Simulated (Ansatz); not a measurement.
## All-electron equations of state of elemental crystals

All-electron LAPW (Ansatz 0.2.0), scalar-relativistic, no spin, Fermi–Dirac smearing 0.136 eV, k-meshes of 8 to 18 points an axis; Birch–Murnaghan fits to pressures. Some or most of these lattices are hypothetical for the element, and V0 is the minimum nearest the starting volume; lattices without a usable fit are left out; mesh and smearing are coarse, and magnetic elements are treated as non-magnetic.

```
element  lattice  functional  V0 (Å³/atom)  B0 (GPa)   B′  k-points per axis
     Ca      bcc         PBE         42.19      17.2  3.1                 11
     Ca      bcc      PBEsol         40.55      17.7  3.0                 11
     Ca  diamond         LDA         69.92       4.5  1.9                  8
     Ca  diamond      PBEsol         74.45       4.5  2.4                  8
     Ca      fcc         LDA         38.17      19.5  3.2                 11
     Ca      fcc         PBE         42.26      17.4  3.4                 10
     Ca      fcc      PBEsol         40.66      18.1  3.3                 10
     Ca       sc         LDA         38.40      12.5  3.6                 10
     Ca       sc         PBE         44.24      10.4  3.1                  9
     Ca       sc      PBEsol         41.73      11.1  3.3                 10
```

Give V0 and B0 for bcc Ca in LDA.

37.90 Å³/atom and 18.9 GPa.

Give V0 and B0 for diamond Ca in PBE.

79.37 Å³/atom and 4.2 GPa.
